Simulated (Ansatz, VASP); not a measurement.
# ZnH2 in VASP and in Ansatz

File INCAR:

```
  PREC = Accurate
  ENCUT = 600
  EDIFF = 1E-6
  ISMEAR = 0
  SIGMA = 0.1
  LREAL = False
  LASPH = True
  NELM = 80
  ALGO = Normal
  ISIF = 3
  LWAVE = False
  LCHARG = False
  GGA = PE
  IBRION = 2
  NSW = 90
  EDIFFG = -0.04
```

The input KPOINTS:

```
regular mesh
0
Gamma
  6 6 4
```

File POSCAR:

```
ZnH2
1.0
    2.0726673700     -2.4064243600      0.0000000000
    2.0726673700      2.4064243600      0.0000000000
    0.0000000000      0.0000000000      5.7345401100
Zn H
1 2
Direct
    0.5000000000      0.5000000000      0.0000000000
    0.0000000000      0.0000000000      0.0000000000
    0.5000000000      0.5000000000      0.5000000000
```

Input for Ansatz:

```yaml
crystal:
  lattice:
    - [2.07266737, -2.40642436, 0.0]
    - [2.07266737, 2.40642436, 0.0]
    - [0.0, 0.0, 5.73454011]
  atoms:
    - { symbol: Zn, position: [0.5, 0.5, 0.0] }
    - { symbol: H, position: [0.0, 0.0, 0.0] }
    - { symbol: H, position: [0.5, 0.5, 0.5] }
basis:
  ecutwfc: 420
kpoints:
  mp_grid: { grid: [6, 6, 4] }
hamiltonian:
  xc: pbe
scf:
  occupations: { method: gaussian, width: 0.1 }
  lower_state_search: "off"
output:
  forces: true
  stress: true
  eigenvalues: true
relax:
  adjacent_minimum: "off"
  f_tol: 0.04
  max_steps: 70
  cell: { stress_tol: 0.4 }
```

Alike in both runs: task relaxation of cell and atoms; functional PBE; k mesh 6 × 6 × 4; occupations gaussian, width 0.1 eV; no spin polarisation.

|  | VASP | Ansatz |
| --- | --- | --- |
| version | VASP 6.6.1 | Ansatz 0.2.0 |
| potentials or method | VASP PAW PBE potentials, release 64 (Zn, H) | scalar-relativistic, plane waves, PAW |
| plane-wave cutoff (eV) | 600 | 420 |
| valence electrons in the cell | 14 | 14 |

|  | VASP | Ansatz | Ansatz less VASP |
| --- | --- | --- | --- |
| gap on the k mesh at the Fermi level, each at its own relaxed structure (eV) | none | none | - |
| relaxed volume (Å³/atom) | 8.99 | 9.01 | +0.019 |
| relaxed cell length with the largest relative difference (Å) | 3.374 | 3.363 | -0.0109 |
| energy change over the relaxation (meV/atom) | -858 | -862 | -3.6 |

A gap of «none» marks a metal or a gap that the smearing closes.

Caveats: the volume moved by over 15 % at a fixed basis, so the end points are rough (VASP).
